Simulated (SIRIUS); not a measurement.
Crystal: SrCl2.

```
Sr Cl
1.0
     0.00000    3.48835    3.48835
     3.48835    0.00000    3.48835
     3.48835    3.48835    0.00000
Sr Cl
1 2
Direct
  0.00000 0.00000 0.00000
  0.75000 0.75000 0.75000
  0.25000 0.25000 0.25000
```

- Program: SIRIUS 7.12.0
- Task: single point
- Functional: PBEsol
- Potentials or basis: all-electron FP-LAPW
- Cutoff: 158 eV
- Basis: apw+lo standard
- k mesh: 7 × 7 × 7
- Occupations: fermi-dirac, width 0.05 eV
- Spin: no spin polarisation

On this cell: largest force zero by symmetry; band gap on the k mesh 5.18 eV, indirect (least direct gap 5.49 eV).

The same run follows on a disturbed copy (atoms moved at random):

```
Sr Cl
1.0
     0.00000    3.48835    3.48835
     3.48835    0.00000    3.48835
     3.48835    3.48835    0.00000
Sr Cl
1 2
Cartesian
  -0.0033 -0.0364 -0.0347
  5.2490 5.2263 5.2512
  1.7260 1.7611 1.7815
```

**Question.** What changes?

**Answer.** The energy moves by +3.1 meV/atom; largest force 0.200 eV/Å; band gap on the k mesh 5.17 eV, indirect (least direct gap 5.49 eV).

Forces on the atoms (eV/Å):
```
Sr  -0.005  0.116  0.163
Cl  -0.078 -0.012 -0.043
Cl   0.083 -0.102 -0.117
```

Caveats: an odd mesh through Γ misses points on the zone boundary, where band edges often lie.
